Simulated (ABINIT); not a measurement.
Wanted: the native input for an ABINIT 10.8.3 (patched build) run.

```
Task                : single point
Functional          : PBEsol
Potentials or basis : PseudoDojo NC SR PBEsol v0.4.1 standard
Cutoff              : 1143 eV
k mesh              : 10 × 10 × 10
Occupations         : fermi-dirac, width 0.05 eV
Spin                : no spin polarisation
```

The system is MgO2.

```xyz
3
Lattice="1.6048 0.9265 3.4940 -1.6048 0.9265 3.4940 0.0000 -1.8530 3.4940" Properties=species:S:1:pos:R:3 pbc="T T T"
Mg    0.0000    0.0000    0.0000
O     0.0000    0.0000    5.9874
O     0.0000    0.0000    4.4945
```

The cell comes from a database or a generator and needn't be the stable form of this composition.

One way to write it, as run:

run.abi

```
# Pseudopotentials
pp_dirpath "./"
pseudos "Mg.upf, O.upf"

# Structure
acell 7.4737570706 7.4737570706 7.4737570706
rprim
     0.4057609562     0.2342661973     0.8834463171
    -0.4057609562     0.2342661973     0.8834463171
     0.0000000000    -0.4685323946     0.8834463171
ntypat 2
znucl 12 8
natom 3
typat 1 2 2
xred
     0.0000000000     0.0000000000     0.0000000000
     0.5712140000     0.5712140000     0.5712140000
     0.4287860000     0.4287860000     0.4287860000

# Plane-wave basis
ecut 42.0

# k points
kptopt 1
ngkpt 10 10 10
nshiftk 1
shiftk 0.0 0.0 0.0

# Exchange and correlation
ixc -116133

# Bands and occupations
nband 15
occopt 3
tsmear 0.05 eV

# SCF cycle
nstep 100
tolvrs 1.0e-10

# Output
iomode 3
prtwf 0
prteig 0
prtebands 0
enunit 2
prtden 1
prtvha 1
prtvclmb 1
prtpot 1
prtelf 1
```

Potentials or basis: PseudoDojo NC SR PBEsol v0.4.1 standard.

The run is started by

```sh
$ abinit run.abi > log 2>&1
```

Results of the run:

```json
{"Pressure": "-4.9 GPa", "Largest force": "0.315 eV/Å", "Band gap on the k mesh": "2.17 eV, direct", "Valence electrons inside the program's atomic spheres": "Mg 8.36; O 6.29"}
```

Wall time 3.5 min on 1 thread of Arm Neoverse V1 (shared host), peak memory 0.15 GiB.
